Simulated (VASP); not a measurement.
The system is AlGa3As4.

```
Al Ga As
1.0
    -5.66855    5.66855    0.00000
    -5.66857   -0.00002    5.66781
     0.00002    5.66857    5.66781
Al Ga As
2 6 8
Direct
  0.00022 0.99978 0.99978
  0.50022 0.99978 0.99978
  0.00000 0.50026 0.99973
  0.00000 0.99973 0.50026
  0.50000 0.50026 0.99973
  0.50000 0.99973 0.50026
  0.99985 0.50015 0.50015
  0.49985 0.50015 0.50015
  0.87497 0.87498 0.37508
  0.37497 0.87498 0.37508
  0.87499 0.37501 0.37501
  0.87499 0.87501 0.87501
  0.37499 0.37501 0.37501
  0.37499 0.87501 0.87501
  0.87497 0.37508 0.87498
  0.37497 0.37508 0.87498
```

The cell was built by a generator and needn't be a form met in nature.

Program: VASP 6.6.1. Alike in all runs: task band structure; potentials or basis VASP PAW PBE potentials, release 64 (Al, Ga_d, As); cell as given; cutoff (eV) 520; smearing gaussian 0.03 eV. Hardware: 4 MPI ranks on AMD EPYC 9R45 96-Core Processor (Zen 5), with other jobs on the host.

Task: Order these runs on this cell by their wall time, lowest first.
A. level TB-mBJ; spin SOC, no magnetisation; k mesh 4 × 4 × 4
B. level PBEsol; spin off; k mesh 6 × 6 × 6
C. level PBEsol; spin SOC, no magnetisation; k mesh 4 × 4 × 4

Result: B (390 s), C (1200 s), A (6700 s).
